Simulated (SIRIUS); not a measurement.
# WS2 under changes of volume

One of the cells (17.389 Å³/atom); the others are scaled copies at fixed shape and fractional positions:

```xyz
3
Lattice="1.5684 0.9055 6.1220 -1.5684 0.9055 6.1220 0.0000 -1.8110 6.1220" Properties=species:S:1:pos:R:3 pbc="T T T"
W     0.0000    0.0000    0.0000
S     0.0000    0.0000   10.6706
S     0.0000    0.0000   13.7799
```

Measurements of this composition are mostly on another form, of space group No. 194.

```yaml
Program: SIRIUS 7.12.0
Functional: PBEsol
Potentials_or_basis: all-electron FP-LAPW
Cutoff: 212 eV
Basis: apw+lo standard
k_mesh: 10 × 10 × 10
Occupations: fermi-dirac, width 0.05 eV
Spin: no spin polarisation
```

```tsv
volume (Å³/atom)	energy over the lowest point (meV/atom)	gap on the mesh (eV)
16.679	33.17	0.94
17.034	13.27	0.97
17.389	2.50	1.00
17.744	0.00	1.02
18.099	?	?
```

Question: What does the run at 18.099 Å³/atom give?

Answer: Energy over the lowest point 4.83 meV/atom; gap on the mesh 1.04 eV.

Worked out: A Birch-Murnaghan fit of order 2 (a polynomial in V^(-2/3)) to the other rows has its minimum at 17.68 Å³/atom with B0 = V·E''(V) = 171 GPa at fixed shape and positions, which overstates the stiffness. It gives 4.97 meV/atom at 18.099 Å³/atom, against the run's 4.83. A straight line through the other rows of the gap, of slope 1.31 eV per unit of ln V, extrapolates to 1.05 eV, against the run's 1.04.

Energies are extrapolated to zero smearing.

Caveats: spin-orbit coupling is left out, which moves the levels of the heavy elements.

A mesh can miss the band edges.
